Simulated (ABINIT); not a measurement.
# BN (Qingsongite): G0W0 with ABINIT, start to end, part 2 of 3

Aim: the G0W0 gap of BN (Qingsongite) on PBE, step by step.

ABINIT 10.8.3; PBE and many-body steps on it, plane waves. Known limits of the many-body steps: not at the basis limit.

So far. Step 2 (Ground state): The gap is indirect, with the least direct gap 4.34 eV higher.

## (3) Bands along the symmetry lines

Level of this step: DFT, PBE, plane waves, norm-conserving pseudopotentials (ABINIT).

Levels along a band path, at the cheap level, show where the edges lie and whether the meshes to come will hold them.

Contents of run.abi:

```
acell 3*1.0 Angstrom
rprim 
  -0.000000000000 1.807500000000 1.807500000000
  1.807500000000 0.000000000000 1.807500000000
  1.807500000000 1.807500000000 -0.000000000000
ntypat 2
znucl 5 7
natom 2
typat 1 2
xred 
  0.000000000000 0.000000000000 0.000000000000
  0.250000000000 0.250000000000 0.250000000000
pp_dirpath "pseudos"
pseudos "B.upf, N.upf"
ecut 36
iscf -2
irdden 1
kptopt 0
nkpt 50
kpt 
  0.00000000 0.00000000 0.00000000
  -0.06250000 -0.06250000 0.00000000
  -0.12500000 -0.12500000 0.00000000
  -0.18750000 -0.18750000 0.00000000
  -0.25000000 -0.25000000 0.00000000
  -0.31250000 -0.31250000 0.00000000
  -0.37500000 -0.37500000 0.00000000
  -0.43750000 -0.43750000 0.00000000
  -0.50000000 -0.50000000 0.00000000
  -0.48437500 -0.48437500 0.03125000
  -0.46875000 -0.46875000 0.06250000
  -0.45312500 -0.45312500 0.09375000
  -0.43750000 -0.43750000 0.12500000
  -0.42187500 -0.42187500 0.15625000
  -0.40625000 -0.40625000 0.18750000
  -0.39062500 -0.39062500 0.21875000
  -0.37500000 -0.37500000 0.25000000
  -0.37500000 0.00000000 0.37500000
  -0.32812500 0.00000000 0.32812500
  -0.28125000 0.00000000 0.28125000
  -0.23437500 0.00000000 0.23437500
  -0.18750000 0.00000000 0.18750000
  -0.14062500 0.00000000 0.14062500
  -0.09375000 0.00000000 0.09375000
  -0.04687500 0.00000000 0.04687500
  0.00000000 0.00000000 0.00000000
  0.00000000 0.00000000 0.06250000
  0.00000000 0.00000000 0.12500000
  0.00000000 0.00000000 0.18750000
  0.00000000 0.00000000 0.25000000
  0.00000000 0.00000000 0.31250000
  0.00000000 0.00000000 0.37500000
  0.00000000 0.00000000 0.43750000
  -0.00000000 -0.00000000 0.50000000
  -0.06250000 -0.03125000 0.46875000
  -0.12500000 -0.06250000 0.43750000
  -0.18750000 -0.09375000 0.40625000
  -0.25000000 -0.12500000 0.37500000
  -0.31250000 -0.15625000 0.34375000
  -0.37500000 -0.18750000 0.31250000
  -0.43750000 -0.21875000 0.28125000
  -0.50000000 -0.25000000 0.25000000
  -0.50000000 -0.28125000 0.21875000
  -0.50000000 -0.31250000 0.18750000
  -0.50000000 -0.34375000 0.15625000
  -0.50000000 -0.37500000 0.12500000
  -0.50000000 -0.40625000 0.09375000
  -0.50000000 -0.43750000 0.06250000
  -0.50000000 -0.46875000 0.03125000
  -0.50000000 -0.50000000 0.00000000
istwfk *1
nband 14
nbdbuf 5
tolwfr 1e-07
nstep 50
prtwf 0
prtvol 0
indata_prefix "in"
outdata_prefix "out"
tmpdata_prefix "tmp"
```

Command:

```sh
$ OMP_NUM_THREADS=1 mpirun -n 4 abinit run.abi > log
```

Numbers of over 12 decimals in the logs are rounded to 6 here.

The log of the run:

```text
.Version 10.8.3 of ABINIT. v10.8.2 released Aug 2026.

 Symmetries : space group F-4 3 m (#216); Bravais cF (face-center cubic)
[... echo of the input left out ...]
== DATASET  1 ==================================================================
-   mpi_nproc: 4, omp_nthreads: 1 (-1 if OMP is not activated)

--- !DatasetInfo
iteration_state: {dtset: 1, }
dimensions: {natom: 2, nkpt: 50, mband: 14, nsppol: 1, nspinor: 1, nspden: 1, mpw: 869, }
cutoff_energies: {ecut:  36.0, pawecutdg:  -1.0, }
electrons: {nelect:   8.00000000E+00, charge:   0.00000000E+00, occopt:   1.00000000E+00, tsmear:   1.00000000E-02, }

 Real(R)+Recip(G) space primitive vectors, cartesian coordinates (Bohr,Bohr^-1):
 R(1)=  0.0000000  3.4156800  3.4156800  G(1)= -0.1463837  0.1463837  0.1463837
 R(2)=  3.4156800  0.0000000  3.4156800  G(2)=  0.1463837 -0.1463837  0.1463837
 R(3)=  3.4156800  3.4156800  0.0000000  G(3)=  0.1463837  0.1463837 -0.1463837
 Unit cell volume ucvol=  7.9700586E+01 bohr^3
 Angles (23,13,12)=  6.00000000E+01  6.00000000E+01  6.00000000E+01 degrees

 getcut: wavevector=  0.0000  0.0000  0.0000  ngfft=  30  30  30
         ecut(hartree)=     36.000   => boxcut(ratio)=   2.30194

 getcut : COMMENT -
  Note that boxcut > 2.2 ; recall that boxcut=Gcut(box)/Gcut(sphere) = 2
  is sufficient for exact treatment of convolution.
  Such a large boxcut is a waste : you could raise ecut
  e.g. ecut=   47.690509 Hartrees makes boxcut=2

--- Pseudopotential description ------------------------------------------------
- B Generated using ONCVPSP code by D. R. Hamann
-  5.00000   3.00000  171031                  znucl, zion, pspdat
12 -101130 1 -1 1534                          pspcod,pspxc,lmax,lloc,mmax
     nproj     2     2
  pspatm : epsatm=    3.38844616
         --- l  ekb(1:nproj) -->
             0    8.382104    1.234201
             1   -3.719492   -0.867526
 pspatm: atomic psp has been read  and splines computed

- N Generated using ONCVPSP code by D. R. Hamann
-  7.00000   5.00000  171031                  znucl, zion, pspdat
12 -101130 1 -1 1058                          pspcod,pspxc,lmax,lloc,mmax
     nproj     2     2
  pspatm : epsatm=    5.20977870
         --- l  ekb(1:nproj) -->
             0    7.494509    0.636305
[...]
pspatm: atomic psp has been read  and splines computed

--------------------------------------------------------------------------------

================================================================================
 prteigrs : about to open file out_EIG
 Non-SCF case, kpt    1 (  0.00000  0.00000  0.00000), residuals and eigenvalues=
  3.06E-08  6.98E-08  4.97E-08  2.14E-08  3.34E-08  2.16E-08  1.57E-08  3.87E-08
  6.40E-08  7.10E-08  3.59E-07  4.08E-08  1.26E-07  4.70E-07
 -4.4062E-01  3.0209E-01  3.0209E-01  3.0209E-01  6.2836E-01  6.2836E-01
  6.2836E-01  6.8304E-01  1.2115E+00  1.3354E+00  1.3354E+00  1.3488E+00
[...]
2.18E-08  5.04E-08  8.17E-09  5.69E-08  1.87E-08  2.16E-08  4.76E-08  5.33E-08
[...]
1.3612E+00  1.4565E+00
 Non-SCF case, kpt    3 ( -0.12500 -0.12500  0.00000), residuals and eigenvalues=
  1.79E-08  1.95E-08  1.74E-08  1.21E-08  2.24E-08  3.76E-08  6.62E-08  5.02E-09
[...]
1.3978E+00  1.5192E+00
[...]
Non-SCF case, kpt   49 ( -0.50000 -0.46875  0.03125), residuals and eigenvalues=
[...]
1.7515E+00  1.7795E+00
 Non-SCF case, kpt   50 ( -0.50000 -0.50000  0.00000), residuals and eigenvalues=
[...]
1.7436E+00  1.7653E+00

--- !ResultsGS
iteration_state: {dtset: 1, }
comment   : Summary of ground state results
lattice_vectors:
- [ -0.0000000,   3.4156800,   3.4156800, ]
- [  3.4156800,   0.0000000,   3.4156800, ]
- [  3.4156800,   3.4156800,  -0.0000000, ]
lattice_lengths: [   4.83050,    4.83050,    4.83050, ]
lattice_angles: [ 60.000,  60.000,  60.000, ] # degrees, (23, 13, 12)
lattice_volume:   7.9700586E+01
convergence: {deltae:  0.000E+00, res2:  0.000E+00, residm:  9.960E-08, diffor:  0.000E+00, }
etotal    :  -1.34025025E+01
entropy   :   0.00000000E+00
fermie    :   3.02092262E-01
cartesian_stress_tensor: null
pressure_GPa: null
xred      :
- [  0.0000E+00,   0.0000E+00,   0.0000E+00,  B]
- [  2.5000E-01,   2.5000E-01,   2.5000E-01,  N]
cartesian_forces: null
force_length_stats: {min: null, max: null, mean: null, }

 Integrated electronic density in atomic spheres:
 ------------------------------------------------
 Atom  Sphere_radius  Integrated_density
[...]
================================================================================

 ----iterations are completed or convergence reached----

 Mean square residual over all n,k,spin=   37.301E-09; max=  99.595E-09
 reduced coordinates (array xred) for    2 atoms
       0.000000000000      0.000000000000      0.000000000000
       0.250000000000      0.250000000000      0.250000000000

 cartesian coordinates (angstrom) at end:
    1      0.000000     0.000000     0.000000
    2      0.903750     0.903750     0.903750
 length scales=  1.889726125908  1.889726125908  1.889726125908 bohr
              =  1.000000000000  1.000000000000  1.000000000000 angstroms
 prteigrs : about to open file out_EIG
 Eigenvalues (hartree) for nkpt=  50  k points:
 kpt#   1, nband= 14, wtk=  1.00000, kpt=  0.0000  0.0000  0.0000 (reduced coord)
[...]
kpt#   2, nband= 14, wtk=  1.00000, kpt= -0.0625 -0.0625  0.0000 (reduced coord)
[...]
kpt#   3, nband= 14, wtk=  1.00000, kpt= -0.1250 -0.1250  0.0000 (reduced coord)
[...]
kpt#  49, nband= 14, wtk=  1.00000, kpt= -0.5000 -0.4687  0.0313 (reduced coord)
  -0.23481   -0.02425    0.11910    0.11965    0.47418    0.64952    0.95633    0.95955
   1.06281    1.29990    1.53469    1.54434    1.75151    1.77947
 kpt#  50, nband= 14, wtk=  1.00000, kpt= -0.5000 -0.5000  0.0000 (reduced coord)
  -0.23521   -0.02523    0.12176    0.12176    0.46875    0.64539    0.96028    0.96028
   1.06505    1.30307    1.54598    1.54598    1.74357    1.76532

== END DATASET(S) ==============================================================
================================================================================

 -outvars: echo values of variables after computation  --------
            nband          14
             nkpt          50
          spgroup         216
 [... the other variables as echoed above ...]

 Calculation completed.
```

Wall time 3.8 s (4 MPI ranks of Arm Neoverse V1, shared host); peak memory 0.23 GiB; 15 s of CPU time.

Numbers from this step:

```
gap                        : 4.535 eV
k of the valence top       : 0, 0, 0
k of the conduction bottom : -0.5, -0.5, 0
least direct gap           : 8.878 eV
```

The gap is 4.535 eV, as in the run before at this level.

The electronic bands at the labelled points (eV, zero at the top of the highest filled band; v1 is the highest filled band, c1 the lowest empty one):

```
    point      v4      v3     v2     v1     c1     c2     c3     c4
        Γ  -20.21    0.00   0.00   0.00   8.88   8.88   8.88  10.37
  halfway  -18.25   -3.97  -3.01  -3.01   6.86  11.62  13.48  13.48
        X  -14.62   -8.91  -4.91  -4.91   4.54   9.34  17.91  17.91
  halfway  -14.55   -8.69  -5.96  -4.69   5.49  10.28  17.32  17.54
        U  -14.54   -8.12  -7.66  -4.08   6.98  12.95  15.84  16.68
jump to K  -14.54   -8.12  -7.66  -4.08   6.98  12.95  15.84  16.68
  halfway  -18.03   -5.73  -3.91  -1.12  10.71  10.76  11.24  13.58
        Γ  -20.21    0.00   0.00   0.00   8.88   8.88   8.88  10.37
  halfway  -18.73   -5.47  -1.13  -1.13   9.70  10.40  10.40  13.57
        L  -15.99  -10.68  -1.94  -1.94  10.21  10.78  10.78  15.26
  halfway  -15.29   -9.69  -4.82  -3.45   9.66  11.24  14.40  15.79
        W  -14.31   -7.58  -6.96  -6.50   9.65  13.35  14.61  14.69
  halfway  -14.47   -8.49  -5.77  -5.71   6.58  11.00  16.25  17.43
        X  -14.62   -8.91  -4.91  -4.91   4.54   9.34  17.91  17.91
```

The electronic bands as a text plot (rows in eV, shown from -8.0 to 10.5 only):

```
   10.1 |+ ++     +    +      ++ ++++ ++   +++++++++++        ++
    9.4 | +        ++++     ++     +++  +++++         ++++++    +
    8.6 |++                           ++                    +
    7.8 |  +++             +
    7.1 |     ++          +
    6.3 |       ++       +                                   +
    5.5 |         +    ++                                     +
    4.7 |          ++++                                        ++
    4.0 |
    3.2 |
    2.4 |
    1.7 |
    0.9 |
    0.1 |*                         ******
   -0.7 | *                      **  *  ****
   -1.4 |  **                   *  **       ****
   -2.2 |    *                ** ****    **     *****
   -3.0 |     **            **                      **
   -3.8 |     ****        **    ***        *         **
   -4.5 |         ********                            **
   -5.3 |       **    *       **            *           *     ***
   -6.1 |              **   **  *                      * * ***
   -6.8 |         *           **                        ****
   -7.6 |                ***                 **          ***
         Γ           X  U|K            Γ         L        W     X
```

## (4) Empty states on the mesh, 8×8×8 mesh, 311 bands

The sums over transitions need many empty states on a uniform mesh; this step solves for them.

Contents of run.abi:

```
acell 3*1.0 Angstrom
rprim 
  -0.000000000000 1.807500000000 1.807500000000
  1.807500000000 0.000000000000 1.807500000000
  1.807500000000 1.807500000000 -0.000000000000
ntypat 2
znucl 5 7
natom 2
typat 1 2
xred 
  0.000000000000 0.000000000000 0.000000000000
  0.250000000000 0.250000000000 0.250000000000
pp_dirpath "pseudos"
pseudos "B.upf, N.upf"
ecut 36
ngkpt 8 8 8
nshiftk 1
shiftk 0 0 0
kptopt 1
chksymbreak 0
irdden 1
istwfk *1
nband 311
prtvol 0
optdriver 6
gwr_task "HDIAGO"
paral_kgb 0
occopt 1
indata_prefix "in"
outdata_prefix "out"
tmpdata_prefix "tmp"
```

The log of the run:

```text
[banner, memory and clock lines left out]
.Version 10.8.3 of ABINIT. v10.8.2 released Aug 2026.

 Symmetries : space group F-4 3 m (#216); Bravais cF (face-center cubic)
[... echo of the input left out ...]
== DATASET  1 ==================================================================
-   mpi_nproc: 4, omp_nthreads: 1 (-1 if OMP is not activated)

--- !DatasetInfo
iteration_state: {dtset: 1, }
dimensions: {natom: 2, nkpt: 29, mband: 311, nsppol: 1, nspinor: 1, nspden: 1, mpw: 869, }
cutoff_energies: {ecut:  36.0, pawecutdg:  -1.0, }
electrons: {nelect:   8.00000000E+00, charge:   0.00000000E+00, occopt:   1.00000000E+00, tsmear:   1.00000000E-02, }

.Using double precision arithmetic; gwpc =  8

- Reading GS density from: in_DEN

--- Pseudopotential description ------------------------------------------------
- B Generated using ONCVPSP code by D. R. Hamann
-  5.00000   3.00000  171031                  znucl, zion, pspdat
12 -101130 1 -1 1534                          pspcod,pspxc,lmax,lloc,mmax
     nproj     2     2
  pspatm : epsatm=    3.38844616
         --- l  ekb(1:nproj) -->
             0    8.382104    1.234201
             1   -3.719492   -0.867526
 pspatm: atomic psp has been read  and splines computed

- N Generated using ONCVPSP code by D. R. Hamann
-  7.00000   5.00000  171031                  znucl, zion, pspdat
12 -101130 1 -1 1058                          pspcod,pspxc,lmax,lloc,mmax
     nproj     2     2
  pspatm : epsatm=    5.20977870
         --- l  ekb(1:nproj) -->
             0    7.494509    0.636305
             1   -4.293905   -1.006988
 pspatm: atomic psp has been read  and splines computed

   6.87857989E+01                                ecore*ucvol(ha*bohr**3)

 Total charge density [el/Bohr^3]
)     Maximum=    5.6373E-01  at reduced coord.    0.2000    0.2000    0.4000
)     Minimum=    7.6975E-03  at reduced coord.    0.0000    0.0000    0.0000
   Integrated=    8.0000E+00

 === KS gaps after direct diagonalization ===
 Indirect band gap semiconductor
 Fundamental gap:     4.535 (eV)
   VBM:     8.220 (eV) at k: [ 0.0000E+00,  0.0000E+00,  0.0000E+00]
   CBM:    12.755 (eV) at k: [ 5.0000E-01,  5.0000E-01,  0.0000E+00]
 Direct gap:         8.878 (eV) at k: [ 0.0000E+00,  0.0000E+00,  0.0000E+00]

== END DATASET(S) ==============================================================

 -outvars: echo values of variables after computation  --------
           etotal      0.0000000000E+00
            nband         311
             nkpt          29
          spgroup         216
 [... the other variables as echoed above ...]

 Calculation completed.
```

It took 9.7 s on 4 MPI ranks; peak memory 0.34 GiB; 38 s of CPU time.

Numbers from this step:

```
gap                                                           : 4.535 eV
k of the valence top                                          : 0, 0, 0
k of the conduction bottom                                    : 0.5, 0.5, 0
least direct gap                                              : 8.878 eV
k points computed                                             : 29
lowest point of the top converged band, above the valence top : 469.9290 eV
```

On this mesh the gap is 4.535 eV.

## (5) Screening, 8×8×8 mesh, 303 bands, screening to 598.7 eV

The RPA dielectric matrix is built and inverted for each q.

This step: RPA screening on PBE, plane waves, norm-conserving pseudopotentials.

Changes to run.abi since step 4:

```diff
@@ -20,10 +20,11 @@
 chksymbreak 0
-irdden 1
 istwfk *1
-nband 311
-prtvol 0
-optdriver 6
-gwr_task "HDIAGO"
-paral_kgb 0
 occopt 1
+irdwfk 1
+optdriver 3
+nband 303
+ecuteps 22
+inclvkb 2
+awtr 1
+symchi 1
 indata_prefix "in"
```

The log of the run:

```text
.Version 10.8.3 of ABINIT. v10.8.2 released Aug 2026.

 Symmetries : space group F-4 3 m (#216); Bravais cF (face-center cubic)
[... echo of the input left out ...]
== DATASET  1 ==================================================================
-   mpi_nproc: 4, omp_nthreads: 1 (-1 if OMP is not activated)

--- !DatasetInfo
iteration_state: {dtset: 1, }
dimensions: {natom: 2, nkpt: 29, mband: 303, nsppol: 1, nspinor: 1, nspden: 1, mpw: 869, }
cutoff_energies: {ecut:  36.0, pawecutdg:  -1.0, }
electrons: {nelect:   8.00000000E+00, charge:   0.00000000E+00, occopt:   1.00000000E+00, tsmear:   1.00000000E-02, }

 SCREENING: Calculation of the susceptibility and dielectric matrices

 Based on a program developped by R.W. Godby, V. Olevano, G. Onida, and L. Reining.
 Incorporated in ABINIT by V. Olevano, G.-M. Rignanese, and M. Torrent.
.Using double precision arithmetic ; gwpc =  8

[... cell and pseudopotentials left out ...]
--------------------------------------------------------------------------------

 ==== K-mesh for the wavefunctions ====
 Number of points in the irreducible wedge :    29
[... list of points left out ...]
 Together with 24 symmetry operations and time-reversal symmetry
 yields   512 points in the full Brillouin Zone.

 ==== Q-mesh for the screening function ====
 Number of points in the irreducible wedge :    29
[... list of points left out ...]
 Together with 24 symmetry operations and time-reversal symmetry
 yields   512 points in the full Brillouin Zone.

 setmesh: FFT mesh size selected  =    24x   24x   24
          total number of points  =        13824

 vcoul_init : cutoff-mode = AUXILIARY_FUNCTION
 q-points for optical limit:   1
     1)      0.000010    0.000020    0.000030

- screening: taking advantage of time-reversal symmetry
- Maximum band index for partially occupied states nbvw = 4
- Remaining bands to be divided among processors   nbcw = 299
- Number of bands treated by each node ~74

 Number of electrons calculated from density =    8.0000; Expected =    8.0000
 average of density, n =  0.100376
 r_s =    1.3348
 omega_plasma =   30.5612 [eV]

 calculating chi0 at frequencies [eV] :
  1    0.000000E+00    0.000000E+00
  2    0.000000E+00    3.056116E+01

--------------------------------------------------------------------------------
  q-point number  1        q = ( 0.000000, 0.000000, 0.000000) [r.l.u.]
--------------------------------------------------------------------------------
[... chi0 elements left out ...]
 For q-point:  0.000010 0.000020 0.000030
  dielectric constant =   4.3072
  dielectric constant without local fields =   4.6612

  Average fulfillment of the sum rule on Im[epsilon] for q-point    1 :    100.07  [%]
[... wings left out ...]
  q-point number  2        q = ( 0.125000, 0.000000, 0.000000) [r.l.u.]
--------------------------------------------------------------------------------
[... chi0 elements left out ...]
  Average fulfillment of the sum rule on Im[epsilon] for q-point    2 :    101.57  [%]

 [... 27 further q-points ...]
```

Run time: 20 min. Hardware: 4 MPI ranks; peak memory 3.1 GiB; 79 min of CPU time.

Numbers from this step:

- ε∞ with local fields, on this mesh, along the program's q direction: 4.307
- the same without local fields: 4.661
- plasma frequency: 30.56 eV
- plane waves in the screening matrix: 411

Local fields lower ε∞ by 8 %.

(Part 2 of 3 ends here.)

[Paths, hosts, dates, memory and timing lines, banners, echoed tables and standing remarks are left out of the program output.]

[Logs are printed without paths, hosts, clocks, repeated set-up lines and the standing remarks that a program may print on its own settings, such as how far it seeks lower states.]

[Runs of the session that timed out or met a known fault of the program may be left out.]

[Hosts, paths, dates, database ids (printed as entryN), source tags and the programs' standing remarks are cut or masked in the printed files.]

[G0W0 gaps are taken among the corrected bands and points alone; a level outside them can change the order at an edge.]

[Where Ansatz stands beside ABINIT at settings called matched, ABINIT's density can come from a denser mesh and the files from another edition; pairs whose starting gaps differed by over 0.03 eV were left out, so agreement reads better than it is.]
